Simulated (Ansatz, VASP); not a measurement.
Two plane-wave programs on Si3N

```xyz
8
Lattice="3.8333 0.0000 0.0000 0.0000 5.4212 0.0000 0.0000 0.0000 22.4878" Properties=species:S:1:pos:R:3 pbc="T T T"
Si    1.9167    0.0000    4.0000
Si    0.0000    1.3553    4.0000
Si    0.0000    2.7316    5.8663
Si    1.9167    4.0448    5.8663
Si    1.9167    0.0466    7.6878
Si    0.0000    1.3087    7.6878
N     3.8333    4.5643   11.3878
N     3.8333    4.5643   12.4878
```

Alike in both runs: task single point; functional PBE; dispersion D3(BJ); k mesh 7 × 5 × 1; occupations gaussian, width 0.05 eV; no spin polarisation.

|  | VASP | Ansatz |
| --- | --- | --- |
| version | VASP 6.6.1 | Ansatz 0.2.0 |
| potentials or method | VASP PAW PBE potentials, release 64 (Si, N) | scalar-relativistic, plane waves, PAW |
| plane-wave cutoff (eV) | 520 | 420 |
| valence electrons in the cell | 34 | 34 |

Ansatz gave:

| Property | Result |
| --- | --- |
| gap on the k mesh at the Fermi level (eV) | none |
| rms of the force components (eV/Å) | 0.191 |
| work function, face that differs most (eV) | 4.84 |

Estimate VASP's values.

gap on the k mesh at the Fermi level (eV): none; rms of the force components (eV/Å): 0.639; work function, face that differs most (eV): 4.84.

Atom by atom the forces differ by 0.519 eV/Å (rms over components). A gap of «none» marks a metal or a gap that the smearing closes. One of these differences is far larger than is usual between the two programs; its cause wasn't traced.

Caveats: the standard files for N, O and F lose accuracy on very short bonds.
